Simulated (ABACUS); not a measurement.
Al:

```xyz
1
Lattice="0.0000 2.0248 2.0248 2.0248 0.0000 2.0248 2.0248 2.0248 0.0000" Properties=species:S:1:pos:R:3 pbc="T T T"
Al    0.0000    0.0000    0.0000
```

Base run:

* Program: ABACUS 3.10.1
* Functional: LDA-PW92
* Potentials or basis: GBRV ultrasoft 1.5 LDA
* Cutoff: 544 eV
* Density cutoff: 4354 eV
* Basis: plane waves
* k mesh: 9 × 9 × 9
* Occupations: fermi-dirac, width 0.05 eV
* Spin: no spin polarisation

Its results: band gap on the k mesh none (metal or under the smearing width); pressure -3.5 GPa.

Problem. The run is repeated on the same cell with these changes: functional from LDA-PW92 to WC; potentials or basis from GBRV ultrasoft 1.5 LDA to SG15 ONCV 1.2 PBE; cutoff from 544 eV to 816 eV; density cutoff from 4354 eV to 3265 eV; valence electrons from 3 to 11. What comes out?

Solution. Band gap on the k mesh none (metal or under the smearing width); pressure -2.4 GPa.

Caveats: the potentials were made for another functional, which shifts forces and pressure (some runs).
